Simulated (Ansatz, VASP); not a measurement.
## CdF2 in VASP and in Ansatz

File INCAR:

```
PREC = Accurate
ENCUT = 520
EDIFF = 1E-6
ISMEAR = 0
SIGMA = 0.02
LREAL = False
LASPH = True
NELM = 100
ALGO = Normal
ISIF = 2
LWAVE = False
LCHARG = True
GGA = PS
LELF = True
LVHAR = True
NBANDS = 20
```

File KPOINTS:

```
Automatic mesh
0
Gamma
  8 8 8
```

File POSCAR:

```
CdF2
1.0
    0.0000000000      2.6582506200      2.6582506200
    2.6582506200      0.0000000000      2.6582506200
    2.6582506200      2.6582506200      0.0000000000
Cd F
1 2
Direct
    0.0000000000      0.0000000000      0.0000000000
    0.2500000000      0.2500000000      0.2500000000
    0.7500000000      0.7500000000      0.7500000000
```

Input for Ansatz:

```yaml
crystal:
  lattice:
    - [0.0, 2.65825062, 2.65825062]
    - [2.65825062, 0.0, 2.65825062]
    - [2.65825062, 2.65825062, 0.0]
  atoms:
    - { symbol: Cd, position: [0.0, 0.0, 0.0] }
    - { symbol: F, position: [0.25, 0.25, 0.25] }
    - { symbol: F, position: [0.75, 0.75, 0.75] }
basis:
  ecutwfc: 420
kpoints:
  mp_grid: { grid: [8, 8, 8] }
hamiltonian:
  xc: pbesol
scf:
  occupations: { method: gaussian, width: 0.02 }
output:
  forces: true
  stress: true
  eigenvalues: true
```

Alike in both runs: task single point; functional PBEsol; k mesh 8 × 8 × 8; occupations gaussian, width 0.02 eV; no spin polarisation.

|  | VASP | Ansatz |
| --- | --- | --- |
| version | VASP 6.6.1 | Ansatz 0.2.0 |
| potentials or method | VASP PAW PBE potentials, release 64 (Cd, F) | scalar-relativistic, plane waves, PAW |
| plane-wave cutoff (eV) | 520 | 420 |
| valence electrons in the cell | 26 | 34 |

|  | VASP | Ansatz | Ansatz less VASP |
| --- | --- | --- | --- |
| gap on the k mesh at the Fermi level (eV) | 3.04 | 3.07 | +0.035 |
| least direct gap on the mesh (eV) | 3.47 | 3.51 | +0.034 |
| pressure (GPa) | 5.5 | 4.5 | -1.00 |

The two sets of potentials don't hold the same shells in valence.

Caveats: the PAW data sets were made with another functional, which shifts forces and pressure a little (VASP). A k mesh can miss the band edges.
